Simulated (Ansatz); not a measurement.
## Random displacements in BN

The calculation used DFT PBE, scalar-relativistic, plane waves, PAW (Ansatz 0.2.0). Cutoff 420 eV, Γ-centred 12×12×6 k-points, Gaussian smearing of 0.05 eV. No spin polarisation. Energies are free energies at this smearing, counted from the undisturbed cell; pressure is positive in compression.

The starting cell (as given, not relaxed at this level; this form isn't the usual structure):

```yaml
crystal:
  lattice:
    - [2.55394, 0.00000, 0.00000]
    - [-1.27697, 2.21178, 0.00000]
    - [0.00000, 0.00000, 4.22685]
  atoms:
    - { symbol: B, position: [0.66667, 0.33333, 0.99972] }
    - { symbol: B, position: [0.33333, 0.66667, 0.49972] }
    - { symbol: N, position: [0.66667, 0.33333, 0.62528] }
    - { symbol: N, position: [0.33333, 0.66667, 0.12528] }
```

After a displacement of all atoms with no net shift and a strain of the cell, the run gives ΔE = 140.5 meV/atom; stress (xx, yy, zz, yz, xz, xy; compression positive) (25.57, -32.18, -10.69, 11.51, -2.87, 12.05) GPa; gap on the mesh 3.65 eV.

```
atom Fx (eV/Å) Fy Fz
  B1     -0.196   0.592   2.311
  B2      2.422   0.025   0.365
  N3     -2.007  -0.950  -1.667
  N4     -0.218   0.332  -1.008
```

Q: Which displacements (Å, in the unstrained cell) and strain were applied?

A:
```csv
atom,ux,uy,uz
B1,0.03,-0.04,-0.05
B2,-0.09,0.04,-0.02
N3,0.04,0.03,0.04
N4,0.02,-0.04,0.02
```
Strain (Voigt, engineering shear): (-0.0259, 0.0447, 0.0133, -0.0483, 0.0077, -0.0334).

Cost: 1 run of about 0.28 core-minutes, on Intel Xeon Platinum 8259CL (Skylake/Cascade Lake) (shared hosts).